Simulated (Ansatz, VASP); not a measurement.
Cu: VASP beside Ansatz

```
Cu
1.0
     1.76845    1.76845    0.00000
    -1.76845    1.76845    0.00000
     0.00000    0.00000    3.63468
Cu
2
Direct
  0.00000 0.00000 0.00000
  0.50000 0.50000 0.50000
```

Change from the starting cell: uniaxial strain along c, a, b and atoms relaxed: +2.0 %.

Alike in both runs: functional PBEsol; k mesh 20 × 20 × 14; occupations gaussian, width 0.1 eV; no spin polarisation.

Ansatz relaxed the structure, and its values are those at the end. VASP's run is a single point on that final structure, the one shown.

|  | VASP | Ansatz |
| --- | --- | --- |
| version | VASP 6.6.1 | Ansatz 0.2.0 |
| potentials or method | VASP PAW PBE potentials, release 64 (Cu) | scalar-relativistic, plane waves, PAW |
| plane-wave cutoff (eV) | 520 | 420 |
| valence electrons in the cell | 22 | 38 |

VASP gave:

- gap on the k mesh at the Fermi level (eV): none
- pressure (GPa): -0.1

Task: What did Ansatz give for the same quantities?

Result: gap on the k mesh at the Fermi level (eV): none; pressure (GPa): -0.7.

A gap of «none» marks a metal or a gap that the smearing closes. The functional is the same, so the differences come from potentials, cutoffs and numerics. The two sets of potentials don't hold the same shells in valence.

Caveats: the PAW data sets were made with another functional, which shifts forces and pressure a little (VASP).
